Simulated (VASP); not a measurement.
Wanted: the native input for a VASP 6.6.1 run.

- Task: relaxation of cell and atoms
- Functional: PBEsol
- Potentials or basis: VASP PAW PBE potentials, release 64 (Bi_d, Se)
- Cutoff: 600 eV
- k mesh: 9 × 9 × 8
- Occupations: gaussian, width 0.03 eV
- Spin: no spin polarisation
- Further INCAR settings: ALGO = Normal; EDIFF = 1e-06; IBRION = 2; EDIFFG = -0.01; NSW = 90; ISIF = 3

The structure of Bi2Se3 (Paraguanajuatite) lies in POSCAR:

```
Bi2Se3
1.0
    2.0715000000      1.1959810826      9.5453333333
   -2.0715000000      1.1959810826      9.5453333333
    0.0000000000     -2.3919621653      9.5453333333
Bi Se
2 3
Direct
    0.4008000000      0.4008000000      0.4008000000
    0.5992000000      0.5992000000      0.5992000000
    0.0000000000      0.0000000000      0.0000000000
    0.2117000000      0.2117000000      0.2117000000
    0.7883000000      0.7883000000      0.7883000000
```

One way to write it, as run:

INCAR

```
ALGO = Normal
EDIFF = 1E-6
EDIFFG = -0.01
ENCUT = 600
GGA = PS
IBRION = 2
ISIF = 3
ISMEAR = 0
KPAR = 4
LASPH = True
LCHARG = False
LREAL = False
LWAVE = False
NELM = 80
NSW = 90
PREC = Accurate
SIGMA = 0.03
```

KPOINTS

```
k-points
0
Gamma
  9 9 8
```

Potentials or basis: VASP PAW PBE potentials, release 64 (Bi_d, Se).

The run is started by

```console
$ cat potpaw_PBE.64/Bi_d/POTCAR potpaw_PBE.64/Se/POTCAR > POTCAR
$ mpirun -np 4 vasp_std > vasp.out
```

Results of the run:

- Relaxed volume: 28.17 Å³/atom
- Relaxed cell: a = 9.822 Å, b = 9.822 Å, c = 9.822 Å, α = 24.28°, β = 24.28°, γ = 24.28°
- Space group after relaxing (to 0.05 Å): R-3m (No. 166)
- Energy gained by relaxing: 0.7 meV/atom
- Ionic steps: 5
- Pressure after relaxing: 0.0 GPa
- Largest force after relaxing: 0.004 eV/Å
- Band gap on the k mesh: 0.11 eV, direct

Caveat: the PAW data sets were made with another functional, which shifts forces and pressure a little; spin-orbit coupling is left out, which as a rule narrows the gap of such compounds by several tenths of an eV; an odd mesh through Γ misses points on the zone boundary, where band edges often lie.

Wall time 30 min on 4 MPI ranks on Intel(R) Xeon(R) 6975P-C (Granite Rapids) (shared host), peak memory 1.6 GiB a rank.
